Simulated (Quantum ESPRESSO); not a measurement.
Ge: Wannier functions under several settings

```xyz
2
Lattice="1.4881 -2.5947 0.0000 1.4881 2.5947 0.0000 0.0000 0.0000 4.7276" Properties=species:S:1:pos:R:3 pbc="T T T"
Ge    1.4881    0.8643    1.1819
Ge    1.4881   -0.8643    3.5457
```

This isn't the form of Ge at room conditions, which is diamond.

All runs used Quantum ESPRESSO 7.5; potentials GBRV 1.5 PBEsol; k mesh 8 × 8 × 5; given cell; no spin polarisation; cutoff 612 eV; occupations fermi-dirac, width 0.05 eV.

```csv
level,start,Wannier mesh,spread a function (Å²),RMS miss of the bands (meV)
PBEsol,atomic projections with disentanglement,6 × 6 × 4,?,?
PBEsol,"atomic projections with disentanglement, not minimised",6 × 6 × 4,1.86,56
PBEsol,SCDM with an erfc weight,6 × 6 × 4,2.11,45
```

Problem. What stands in the row left open?

Solution. Spread a function 1.77 Å²; RMS miss of the bands 53 meV.
